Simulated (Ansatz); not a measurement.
Straining Ni3Ge

All numbers below come from Ansatz, DFT r2SCAN, scalar-relativistic, plane waves, PAW. Run with 500 eV cutoff, 14×14×14 k-mesh, Gaussian smearing of 0.10 eV, no spin polarisation.

Starting point, cell and atoms relaxed:

```
CELL_PARAMETERS angstrom
3.53262 0.00000 0.00000
0.00000 3.53262 0.00000
0.00000 0.00000 3.53262
ATOMIC_POSITIONS crystal
Ni 0.50000 0.00000 0.50000
Ni 0.00000 0.50000 0.50000
Ni 0.50000 0.50000 0.00000
Ge 0.00000 0.00000 0.00000
```

Deformation: biaxial strain in the a-b plane, with the length and tilt of c and the atoms relaxed, all within the symmetry that the strain leaves. Energies are extrapolated to zero smearing.

```tsv
strain (%)	ΔE (meV/atom)	a (Å)	b (Å)	c (Å)
-4.5	51.0	3.374	3.374	3.695
-3.0	21.0	3.427	3.427	3.643
-1.5	4.8	3.480	3.480	3.588
+0.0	0.0	3.533	3.533	3.533
+1.5	4.3	3.586	3.586	3.476
+3.0	16.2	3.639	3.639	3.417
+4.5	34.1	3.692	3.692	3.356
```

**Question.** What stiffness (1/V) d²E/dε² at zero strain does a cubic fit over all points give?

**Answer.** A cubic fit gives (1/V) d²E/dε² = 613 GPa at zero strain (twice the biaxial modulus).

**Question.** How does the free axis c answer a small strain?

**Answer.** Between the innermost points its strain is -1.06 times the applied one.